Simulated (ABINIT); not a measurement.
# SnTe (Fm-3m) in ABINIT: equation of state

How stiff is SnTe in PBEsol, and what volume does it want? The cell is scaled to several volumes.

Program: ABINIT 10.8.3 (patched build). These are calculated values, not measurements. Logs are shortened: lines on timing, memory, paths and dates and some standing lists are left out, and cuts for length are marked. The log counts tension as positive stress, the text compression.

## 1. The structure

Symmetry: Fm-3m, No. 225, cubic system. The conventional cell has a = 6.302 Å, b = 6.302 Å, c = 6.302 Å, α = 90.00°, β = 90.00°, γ = 90.00°. Te (site symmetry m-3m) has 6 Sn at 3.15 Å as nearest neighbours. Sn (site symmetry m-3m) is surrounded by 6 Te at 3.15 Å.

## 2. Equation of state, PBEsol

File run.abi:

```
# Datasets: one volume each
ndtset 7
getwfk -1
scalecart1 3*0.9795861087
scalecart2 3*0.9864848297
scalecart3 3*0.9932883884
scalecart4 3*1.0000000000
scalecart5 3*1.0066227096
scalecart6 3*1.0131594038
scalecart7 3*1.0196128224

# Pseudopotentials
pp_dirpath "./"
pseudos "Te.upf, Sn.upf"

# Structure
acell 3*1.0 Angstrom
rprim
     0.0000000000     3.1508500000     3.1508500000
     3.1508500000     0.0000000000     3.1508500000
     3.1508500000     3.1508500000     0.0000000000
ntypat 2
znucl 52 50
natom 2
typat 1 2
xred
     0.5000000000     0.5000000000     0.5000000000
     0.0000000000     0.0000000000     0.0000000000

# Plane-wave basis
ecut 1088.455450 eV

# k points
kptopt 1
ngkpt 7 7 7
nshiftk 1
shiftk 0.0 0.0 0.0

# Exchange and correlation
ixc -116133

# Bands and occupations
nband 19
occopt 3
tsmear 0.05 eV

# SCF cycle
nstep 100
tolvrs 1.0e-10

# Output
iomode 3
prtwf 1
prtden 0
prteig 0
prtebands 0
enunit 1
```

Potentials or basis: PseudoDojo NC SR PBEsol v0.4.1 standard.

Launch:

```
$ abinit run.abi > log 2>&1
```

run.abo:

```text
.Version 10.8.3 of ABINIT
 DATASET    1 : space group Fm -3 m (#225); Bravais cF (face-center cubic)
================================================================================
 Values of the parameters that define the memory need for DATASET  1.
     intxc =       0    ionmov =       0      iscf =       7    lmnmax =       6
     lnmax =       6     mgfft =      48  mpssoang =       3    mqgrid =    3001
     natom =       2  nloc_mem =       1    nspden =       1   nspinor =       1
    nsppol =       1      nsym =      48    n1xccc =    2501    ntypat =       2
    occopt =       3   xclevel =       2
       mpw =        4816          nfft =      110592          nkpt =          20
================================================================================
================================================================================
[... 61 lines left out ...]
 DATASET    7 : space group Fm -3 m (#225); Bravais cF (face-center cubic)
================================================================================
 Values of the parameters that define the memory need for DATASET  7.
     intxc =       0    ionmov =       0      iscf =       7    lmnmax =       6
     lnmax =       6     mgfft =      50  mpssoang =       3    mqgrid =    3001
     natom =       2  nloc_mem =       1    nspden =       1   nspinor =       1
    nsppol =       1      nsym =      48    n1xccc =    2501    ntypat =       2
    occopt =       3   xclevel =       2
       mpw =        5430          nfft =      125000          nkpt =          20
================================================================================
================================================================================

--------------------------------------------------------------------------------
------------- Echo of variables that govern the present computation ------------
--------------------------------------------------------------------------------
 -outvars: echo values of preprocessed input variables --------
            acell      1.8897261259E+00  1.8897261259E+00  1.8897261259E+00 Bohr
              amu      1.27600000E+02  1.18710000E+02
             ecut      4.00000000E+01 Hartree
           enunit           1
           getwfk          -1
              ixc     -116133
           jdtset        1    2    3    4    5    6    7
         kptrlatt        7    0    0      0    7    0      0    0    7
          kptrlen1     5.77407275E+01
          kptrlen2     5.81473658E+01
          kptrlen3     5.85483948E+01
          kptrlen4     5.89440040E+01
          kptrlen5     5.93343730E+01
          kptrlen6     5.97196720E+01
          kptrlen7     6.01000623E+01
            natom           2
            nband          19
           ndtset           7
            ngfft1         48      48      48
            ngfft2         48      48      48
            ngfft3         48      48      48
            ngfft4         48      48      48
            ngfft5         50      50      50
            ngfft6         50      50      50
            ngfft7         50      50      50
             nkpt          20
            nstep         100
             nsym          48
           ntypat           2
           occopt           3
           prtden           0
        prtebands           0
           prteig           0
            rprim1     0.0000000000E+00  3.0865288906E+00  3.0865288906E+00
                       3.0865288906E+00  0.0000000000E+00  3.0865288906E+00
                       3.0865288906E+00  3.0865288906E+00  0.0000000000E+00
            rprim2     0.0000000000E+00  3.1082657257E+00  3.1082657257E+00
                       3.1082657257E+00  0.0000000000E+00  3.1082657257E+00
                       3.1082657257E+00  3.1082657257E+00  0.0000000000E+00
            rprim3     0.0000000000E+00  3.1297027186E+00  3.1297027186E+00
                       3.1297027186E+00  0.0000000000E+00  3.1297027186E+00
                       3.1297027186E+00  3.1297027186E+00  0.0000000000E+00
            rprim4     0.0000000000E+00  3.1508500000E+00  3.1508500000E+00
                       3.1508500000E+00  0.0000000000E+00  3.1508500000E+00
                       3.1508500000E+00  3.1508500000E+00  0.0000000000E+00
            rprim5     0.0000000000E+00  3.1717171645E+00  3.1717171645E+00
                       3.1717171645E+00  0.0000000000E+00  3.1717171645E+00
                       3.1717171645E+00  3.1717171645E+00  0.0000000000E+00
            rprim6     0.0000000000E+00  3.1923133075E+00  3.1923133075E+00
                       3.1923133075E+00  0.0000000000E+00  3.1923133075E+00
                       3.1923133075E+00  3.1923133075E+00  0.0000000000E+00
            rprim7     0.0000000000E+00  3.2126470615E+00  3.2126470615E+00
                       3.2126470615E+00  0.0000000000E+00  3.2126470615E+00
                       3.2126470615E+00  3.2126470615E+00  0.0000000000E+00
          spgroup         225
           tolvrs      1.00000000E-10
           tsmear      1.83746611E-03 Hartree
            typat      1  2
           xangst1     3.0865288906E+00  3.0865288906E+00  3.0865288906E+00
                       0.0000000000E+00  0.0000000000E+00  0.0000000000E+00
           xangst2     3.1082657257E+00  3.1082657257E+00  3.1082657257E+00
                       0.0000000000E+00  0.0000000000E+00  0.0000000000E+00
           xangst3     3.1297027186E+00  3.1297027186E+00  3.1297027186E+00
                       0.0000000000E+00  0.0000000000E+00  0.0000000000E+00
           xangst4     3.1508500000E+00  3.1508500000E+00  3.1508500000E+00
                       0.0000000000E+00  0.0000000000E+00  0.0000000000E+00
           xangst5     3.1717171645E+00  3.1717171645E+00  3.1717171645E+00
                       0.0000000000E+00  0.0000000000E+00  0.0000000000E+00
           xangst6     3.1923133075E+00  3.1923133075E+00  3.1923133075E+00
                       0.0000000000E+00  0.0000000000E+00  0.0000000000E+00
           xangst7     3.2126470615E+00  3.2126470615E+00  3.2126470615E+00
                       0.0000000000E+00  0.0000000000E+00  0.0000000000E+00
            xcart1     5.8326942829E+00  5.8326942829E+00  5.8326942829E+00
                       0.0000000000E+00  0.0000000000E+00  0.0000000000E+00
            xcart2     5.8737709480E+00  5.8737709480E+00  5.8737709480E+00
                       0.0000000000E+00  0.0000000000E+00  0.0000000000E+00
            xcart3     5.9142809936E+00  5.9142809936E+00  5.9142809936E+00
                       0.0000000000E+00  0.0000000000E+00  0.0000000000E+00
            xcart4     5.9542435638E+00  5.9542435638E+00  5.9542435638E+00
                       0.0000000000E+00  0.0000000000E+00  0.0000000000E+00
            xcart5     5.9936767898E+00  5.9936767898E+00  5.9936767898E+00
                       0.0000000000E+00  0.0000000000E+00  0.0000000000E+00
            xcart6     6.0325978592E+00  6.0325978592E+00  6.0325978592E+00
                       0.0000000000E+00  0.0000000000E+00  0.0000000000E+00
            xcart7     6.0710230854E+00  6.0710230854E+00  6.0710230854E+00
                       0.0000000000E+00  0.0000000000E+00  0.0000000000E+00
             xred      5.0000000000E-01  5.0000000000E-01  5.0000000000E-01
                       0.0000000000E+00  0.0000000000E+00  0.0000000000E+00
            znucl       52.00000   50.00000

================================================================================

 chkinp: Checking input parameters for consistency, jdtset=   1.

 chkinp: Checking input parameters for consistency, jdtset=   2.

 chkinp: Checking input parameters for consistency, jdtset=   3.

 chkinp: Checking input parameters for consistency, jdtset=   4.
[... 18 lines left out ...]
 Real(R)+Recip(G) space primitive vectors, cartesian coordinates (Bohr,Bohr^-1):
 R(1)=  0.0000000  5.8326943  5.8326943  G(1)= -0.0857237  0.0857237  0.0857237
 R(2)=  5.8326943  0.0000000  5.8326943  G(2)=  0.0857237 -0.0857237  0.0857237
 R(3)=  5.8326943  5.8326943  0.0000000  G(3)=  0.0857237  0.0857237 -0.0857237
 Unit cell volume ucvol=  3.9686028E+02 bohr^3
 Angles (23,13,12)=  6.00000000E+01  6.00000000E+01  6.00000000E+01 degrees

 getcut: wavevector=  0.0000  0.0000  0.0000  ngfft=  48  48  48
         ecut(hartree)=     40.000   => boxcut(ratio)=   2.04391

--- Pseudopotential description ------------------------------------------------
- pspini: atom type   1  psp file is ./Te.upf
12 -116133 2 -1 1294                          pspcod,pspxc,lmax,lloc,mmax
     nproj     2     2     2

- pspini: atom type   2  psp file is ./Sn.upf
12 -116133 2 -1 1628                          pspcod,pspxc,lmax,lloc,mmax
     nproj     2     2     2

   2.07817961E+03                                ecore*ucvol(ha*bohr**3)
--------------------------------------------------------------------------------

================================================================================

--- !BeginCycle
iteration_state: {dtset: 1, }
solver: {iscf: 7, nstep: 100, nline: 4, wfoptalg: 0, }
tolerances: {tolvrs: 1.00E-10, }
...

     iter   Etot(hartree)      deltaE(h)  residm     vres2
 ETOT  1  -182.97492748880    -1.830E+02 3.656E-01 5.179E+01
 ETOT  2  -183.32646389411    -3.515E-01 6.439E-03 2.700E+01
 ETOT  3  -183.32928864169    -2.825E-03 5.234E-04 2.614E+00
 ETOT  4  -183.32957482191    -2.862E-04 5.100E-04 1.554E-02
 ETOT  5  -183.32957610543    -1.284E-06 1.795E-04 3.871E-03
 ETOT  6  -183.32957664896    -5.435E-07 3.573E-04 2.244E-05
 ETOT  7  -183.32957665042    -1.466E-09 9.561E-05 5.056E-06
 ETOT  8  -183.32957665108    -6.605E-10 1.920E-04 9.830E-08
 ETOT  9  -183.32957665109    -1.288E-11 4.501E-05 3.359E-10
 ETOT 10  -183.32957665110    -3.183E-12 9.185E-05 3.722E-13
[... 973 lines left out ...]
 Cartesian components of stress tensor (hartree/bohr^3)
  sigma(1 1)=  9.00208475E-05  sigma(3 2)=  0.00000000E+00
  sigma(2 2)=  9.00208475E-05  sigma(3 1)=  0.00000000E+00
  sigma(3 3)=  9.00208475E-05  sigma(2 1)=  0.00000000E+00

-Cartesian components of stress tensor (GPa)         [Pressure= -2.6485E+00 GPa]
- sigma(1 1)=  2.64850477E+00  sigma(3 2)=  0.00000000E+00
- sigma(2 2)=  2.64850477E+00  sigma(3 1)=  0.00000000E+00
- sigma(3 3)=  2.64850477E+00  sigma(2 1)=  0.00000000E+00

== END DATASET(S) ==============================================================
================================================================================

 -outvars: echo values of variables after computation  --------
            acell      1.8897261259E+00  1.8897261259E+00  1.8897261259E+00 Bohr
           etotal1    -1.8332957665E+02
           etotal2    -1.8333024482E+02
           etotal3    -1.8333058567E+02
           etotal4    -1.8333063395E+02
           etotal5    -1.8333042058E+02
           etotal6    -1.8332997244E+02
           etotal7    -1.8332931430E+02
            fcart1    -0.0000000000E+00 -0.0000000000E+00 -0.0000000000E+00
                      -0.0000000000E+00 -0.0000000000E+00 -0.0000000000E+00
            fcart2     8.9534861812E-32 -8.9534861812E-32  8.9534861812E-32
                      -8.9534861812E-32  8.9534861812E-32 -8.9534861812E-32
            fcart3    -0.0000000000E+00 -0.0000000000E+00 -0.0000000000E+00
                      -0.0000000000E+00 -0.0000000000E+00 -0.0000000000E+00
            fcart4    -0.0000000000E+00 -0.0000000000E+00 -0.0000000000E+00
                      -0.0000000000E+00 -0.0000000000E+00 -0.0000000000E+00
            fcart5    -0.0000000000E+00 -0.0000000000E+00 -0.0000000000E+00
                      -0.0000000000E+00 -0.0000000000E+00 -0.0000000000E+00
            fcart6    -0.0000000000E+00 -0.0000000000E+00 -0.0000000000E+00
                      -0.0000000000E+00 -0.0000000000E+00 -0.0000000000E+00
            fcart7    -0.0000000000E+00 -0.0000000000E+00 -0.0000000000E+00
                      -0.0000000000E+00 -0.0000000000E+00 -0.0000000000E+00
            rprim1     0.0000000000E+00  3.0865288906E+00  3.0865288906E+00
[... 30 lines left out ...]
           strten6     6.6461386876E-05  6.6461386876E-05  6.6461386876E-05
                       0.0000000000E+00  0.0000000000E+00  0.0000000000E+00
           strten7     9.0020847492E-05  9.0020847492E-05  9.0020847492E-05
                       0.0000000000E+00  0.0000000000E+00  0.0000000000E+00
           xangst1     3.0865288906E+00  3.0865288906E+00  3.0865288906E+00
                       0.0000000000E+00  0.0000000000E+00  0.0000000000E+00
           xangst2     3.1082657257E+00  3.1082657257E+00  3.1082657257E+00
                       0.0000000000E+00  0.0000000000E+00  0.0000000000E+00
           xangst3     3.1297027186E+00  3.1297027186E+00  3.1297027186E+00
                       0.0000000000E+00  0.0000000000E+00  0.0000000000E+00
           xangst4     3.1508500000E+00  3.1508500000E+00  3.1508500000E+00
                       0.0000000000E+00  0.0000000000E+00  0.0000000000E+00
           xangst5     3.1717171645E+00  3.1717171645E+00  3.1717171645E+00
                       0.0000000000E+00  0.0000000000E+00  0.0000000000E+00
           xangst6     3.1923133075E+00  3.1923133075E+00  3.1923133075E+00
                       0.0000000000E+00  0.0000000000E+00  0.0000000000E+00
           xangst7     3.2126470615E+00  3.2126470615E+00  3.2126470615E+00
                       0.0000000000E+00  0.0000000000E+00  0.0000000000E+00
             xred      5.0000000000E-01  5.0000000000E-01  5.0000000000E-01
                       0.0000000000E+00  0.0000000000E+00  0.0000000000E+00
 Calculation completed.
```

Wall time 7.8 min (1 thread of Arm Neoverse V1, shared host); peak memory 0.13 GiB.

What came out:

* Equilibrium volume: 31.08 Å³/atom
* Bulk modulus: 47 GPa
* Pressure derivative of the bulk modulus: 4.5

Energy against volume, from the lowest point:
| volume (Å³/atom) | energy (meV/atom) |
| --- | --- |
| 29.404 | 14.39 |
| 30.030 | 5.29 |
| 30.656 | 0.66 |
| 31.281 | 0.00 |
| 31.907 | 2.90 |
| 32.532 | 9.00 |
| 33.158 | 17.95 |

Caveat: pressures at fixed basis lie under the slope of the energies; this odd mesh misses L, where the gap lies, so gap, dielectric constants and Born charges aren't listed. Spin-orbit coupling is left out, which matters for the levels of Te.
